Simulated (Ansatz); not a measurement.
KBr (started from an entry of an open crystallographic database), relaxed with r2SCAN in Ansatz 0.2.0: space group Fm-3m (No. 225), cubic; conventional cell a = 6.605 Å, 36.02 Å³ an atom. K has 6 Br at 3.30 Å; Br has 6 K at 3.30 Å. The cell was then strained (x, y and z are the cube axes), with the atoms relaxed again; stress is positive in compression. Spin-unpolarised throughout; all numbers are computed.

- Uniaxial -0.92 % along z, other directions held: r2SCAN's stress changes by +0.38 GPa along the strain and +0.04 GPa across it.
- Isotropic -1.61 % on every length: the pressure changes by +0.88 GPa, and the HSE06 gap (Γ) goes from 5.596 to 5.743 eV.

Task: Estimate C₁₁, C₁₂ and the bulk modulus from the uniaxial step.

Result: With compression positive, C₁₁ ≈ −Δσ∥/ε = (-0.38)/(-0.0092) = 41 GPa and C₁₂ ≈ (-0.04)/(-0.0092) = 4 GPa; B = (C₁₁ + 2C₁₂)/3 = 17 GPa. A one-sided step carries third-order terms: it reads high by some per cent.

Task: What bulk modulus does the isotropic step give?

Result: Δ ln V = 3 ln(0.9839) = -0.0487, so B ≈ −ΔP/Δ ln V = 18 GPa, against 17 GPa from C₁₁ and C₁₂; one-sided steps of finite size carry third-order terms.

Task: Give the volume deformation potential of that gap and its pressure coefficient.

Result: a_V = ΔE_g/Δ ln V = (+0.147)/(-0.0487) = -3.02 eV; dE_g/dP = −a_V/B = +167 meV/GPa, with HSE06's gap and r2SCAN's modulus.

The runs are scalar-relativistic, without spin-orbit coupling.

The meshes of the hybrids are coarse, so their gaps aren't converged to the digits shown.
